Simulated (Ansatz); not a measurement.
# CsI: the cost of one run

Method: DFT PBEsol, scalar-relativistic, plane waves, PAW, in Ansatz 0.2.0.

1 further run of the same task is left out (set aside as unsound or not needed).

### 1 The system as given

It takes space group Pm-3m (No. 221, cubic). The conventional cell has a = 4.507 Å, b = 4.507 Å, c = 4.507 Å, α = 90.00°, β = 90.00°, γ = 90.00°. Cs (site symmetry m-3m) has 8 I at 3.90 Å as nearest neighbours. Around I (site symmetry m-3m) lie 8 Cs at 3.90 Å.

Coordinates:

```cif
data_structure
_symmetry_space_group_name_H-M 'P 1'
_symmetry_Int_Tables_number 1
_cell_length_a 4.5071
_cell_length_b 4.5071
_cell_length_c 4.5071
_cell_angle_alpha 90.000
_cell_angle_beta 90.000
_cell_angle_gamma 90.000
_cell_volume 91.56
loop_
_atom_site_label
_atom_site_type_symbol
_atom_site_fract_x
_atom_site_fract_y
_atom_site_fract_z
_atom_site_occupancy
Cs1 Cs 0.00000 0.00000 0.00000 1
I1 I 0.50000 0.50000 0.50000 1
```

It is the result of an earlier relaxation at this level (volume 45.78 Å³/atom; gap on the mesh: 3.85 eV).

### 2 The cell under 20 GPa

At a set pressure the run lowers the enthalpy E + PV, so the energy alone may rise along the way.

The input, input.yaml:

```yaml
crystal:
  lattice:
    - [4.5070983244, 0.0, 0.0]
    - [0.0, 4.5070983244, 0.0]
    - [0.0, 0.0, 4.5070983244]
  atoms:
    - { symbol: Cs, position: [0.0, 0.0, 0.0] }
    - { symbol: I, position: [0.5, 0.5, 0.5] }
basis:
  ecutwfc: 420
kpoints:
  mp_grid: { grid: [6, 6, 6] }
hamiltonian:
  xc: pbesol
scf:
  occupations: { method: fixed }
output:
  forces: true
  stress: true
  eigenvalues: true
relax:
  adjacent_minimum: "off"
  f_tol: 0.001
  max_steps: 60
  cell: { stress_tol: 0.02, p_target: 20.0 }
```

The run is started by

```sh
$ ansatz run input.yaml --threads 1 --pin off --max-ram 1228MiB --backend cpu --events-out ev --progress --plain --runs-dir out
```

What time and memory should one allow on 1 thread of Intel Xeon Platinum 8259CL at 2.50GHz (Skylake/Cascade Lake), shared host?

About 16 s, with a peak of 0.43 GiB.
